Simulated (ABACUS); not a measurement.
BN, 2 atoms in the cell. Symmetry: R3m, No. 160, trigonal system. Conventional cell: a = 2.502 Å, b = 2.502 Å, c = 10.119 Å, α = 90.00°, β = 90.00°, γ = 120.00°. Around N (site symmetry 3m) lie 3 B at 1.44 Å. Around B (site symmetry 3m) lie 3 N at 1.44 Å. The cell is a database's computed one.

| Quantity | Value |
| --- | --- |
| Program | ABACUS 3.10.1 |
| Task | band structure |
| Functional | RPBE |
| Potentials or basis | SG15 ONCV 1.2 PBE |
| Cutoff | 1143 eV |
| Density cutoff | 4572 eV |
| Basis | plane waves |
| Occupations | fermi-dirac, width 0.05 eV |
| Spin | no spin polarisation |
| Radial cutoff of the potentials (pseudo_rcut) | 10 bohr |
| Threshold of the eigensolver | 1e-07 Ry |
| Density | read from an earlier self-consistent run |
| Path | G-L-B1, B-Z-G-X, Q-F-P1-Z, L-P |
| Points for each segment of the path | 10 |
| SCF threshold on the density | 1e-08 |
| Max SCF steps | 100 |
| Eigensolver | dav |
| Mixing | broyden |
| Mixing share | 0.7 |
| Symmetry key | -1 |
| Bands | 14 |

Potentials or basis: SG15 ONCV 1.2 PBE, plane waves.

Run with:

```console
$ OMP_NUM_THREADS=1 mpirun -np 4 abacus > log
```

Hardware: 4 MPI ranks on Intel(R) Xeon(R) Platinum 8488C (Sapphire Rapids), with other jobs on the host.

How long does it take, and how much memory?

It took 12 s on 4 MPI ranks on Intel(R) Xeon(R) Platinum 8488C (Sapphire Rapids), with other jobs on the host, peak memory 0.36 GiB a rank. Counts: scf iterations 1, k points 94, bands 14, ranks 4.
